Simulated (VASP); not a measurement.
Here is a VASP 6.6.1 calculation.

File INCAR:

```
  ALGO = Normal
  EDIFF = 1E-6
  ENCUT = 520
  GGA = PE
  ISIF = 2
  ISMEAR = -1
  LASPH = T
  LCHARG = T
  LELF = T
  LREAL = F
  LVHAR = T
  LWAVE = F
  NBANDS = 16
  NELM = 100
  PREC = Accurate
  SIGMA = 0.05
```

File KPOINTS:

```
k-points
0
Gamma
  12 12 12
```

File POSCAR:

```
AgCl
1.0
    0.0000000000      2.7350000000      2.7350000000
    2.7350000000      0.0000000000      2.7350000000
    2.7350000000      2.7350000000      0.0000000000
Ag Cl
1 1
Direct
    0.0000000000      0.0000000000      0.0000000000
    0.5000000000      0.5000000000      0.5000000000
```

Potentials or basis: VASP PAW PBE potentials, release 64 (Ag, Cl).

The run is started by

```console
$ cat potpaw_PBE.64/Ag/POTCAR potpaw_PBE.64/Cl/POTCAR > POTCAR
$ mpirun -np 1 vasp_std > vasp.out
```

**Question.** Predict the pressure.

**Answer.** 3.8 GPa.

**Question.** What does it give for the band gap on the k mesh?

**Answer.** 0.90 eV, indirect (least direct gap 3.20 eV).

**The experiment to reproduce.**

A printed reference work, data compilation reports, for a bulk crystal of AgCl: band gap 3.249 eV (indirect).

A measured gap of AgCl is 3.249 eV (indirect; a printed reference work, data compilation); the calculated 0.90 eV misses it by -2.35 eV. So large a miss can be the level of theory's own, or it may mean another phase, state or a wrong row. Spin-orbit coupling on Ag is left out. The value is that of PBE on a finite k mesh, which can miss the band edges, without temperature or zero-point motion. Semilocal functionals fall short of measured gaps as a rule.
